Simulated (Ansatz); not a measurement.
## WS2 (Tungstenite) in Ansatz: convergence with smearing width

Input of the first run (smearing width 0.3 eV); the others differ in this setting and in those tied to it:

File input.yaml:

```yaml
crystal:
  lattice:
    - [1.579, 0.9116360751, 6.1633333333]
    - [-1.579, 0.9116360751, 6.1633333333]
    - [0.0, -1.8232721501, 6.1633333333]
  atoms:
    - { symbol: W, position: [-0.012977, 0.010914, 0.008371] }
    - { symbol: S, position: [0.5857, 0.58146, 0.572522] }
    - { symbol: S, position: [0.747503, 0.739975, 0.770819] }
hamiltonian:
  xc: pbe
  pseudopotentials: { kind: nc, source: spms }
kpoints:
  mp_grid: { grid: [7, 7, 7] }
scf:
  occupations: { method: gaussian, width: 0.3 }
output:
  forces: true
  stress: true
  eigenvalues: true
```

Potentials or basis: SPMS NC.

The run is started by

```console
$ ansatz run input.yaml --threads 2 --pin off --max-ram 5632MiB --backend cpu --events-out ev --progress --plain --runs-dir out
```

The cell isn't the ideal one: atoms moved at random, drawn with an rms of 0.05 Å.

Hardware: 2 threads of Intel(R) Xeon(R) Processor @ 2.50GHz (Skylake/Cascade Lake), on a shared host.

```
smearing width  energy less the tightest run, at zero smearing (meV/atom)  SCF cycles  CPU time (s)  peak memory (GiB)
        0.3 eV                                                       0.02           9            35               0.44
        0.2 eV                                                       0.00           9            35               0.44
       0.15 eV                                                       0.00           9            34               0.44
        0.1 eV                                                       0.00           9            36               0.45
       0.05 eV                                                       0.00           9            35               0.44
      0.025 eV                                                       0.00           9            35               0.45
       0.01 eV                                                       0.00           9            34               0.44
      0.005 eV                                                       0.00           9            32               0.44
```

Against the tightest run, the energy stays within 1 meV/atom from 0.3 eV on. The tightest run that finished is the yardstick and may itself not be fully converged.

Caveat, for the tightest run too: odd divisions of the mesh miss points on the zone boundary, where band edges often lie, so the gap on the mesh can be too wide; spin-orbit coupling is left out, which moves the levels of the heavy elements.
